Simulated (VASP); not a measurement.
Pr, 1 atom in the cell. It takes space group Im-3m (No. 229, cubic). The conventional cell has a = 4.195 Å, b = 4.195 Å, c = 4.195 Å, α = 90.00°, β = 90.00°, γ = 90.00°. Pr (site symmetry m-3m) is surrounded by 8 Pr at 3.63 Å. This isn't the form of Pr at room conditions, which is double hcp.

| Quantity | Value |
| --- | --- |
| Program | VASP 6.6.1 |
| Task | single point |
| Functional | revPBE |
| Dispersion | D4 |
| Potentials or basis | VASP PAW PBE potentials, release 64 (Pr) |
| Cutoff | 520 eV |
| k mesh | 9 × 9 × 9 |
| Occupations | fermi-dirac, width 0.15 eV |
| Spin | collinear spin, twin_end start |
| Starting moments | [2.61] μB |
| Hubbard terms | Pr f U = 8.0 eV |
| Dipole correction | no |
| Further INCAR settings | ALGO = Fast; EDIFF = 1e-07; NBANDS = 16 |

Potentials or basis: VASP PAW PBE potentials, release 64 (Pr).

Run with:

```sh
$ cat potpaw_PBE.64/Pr/POTCAR > POTCAR
$ mpirun -np 1 vasp_std > vasp.out
```

Hardware: 1 thread of Intel(R) Xeon(R) 6975P-C (Granite Rapids), with other jobs on the host.

**Question.** How long does it take, and how much memory?

**Answer.** Wall time 4.9 min on 1 thread of Intel(R) Xeon(R) 6975P-C (Granite Rapids) (shared host), peak memory 0.23 GiB. Counts: scf iterations 122, k points 35.
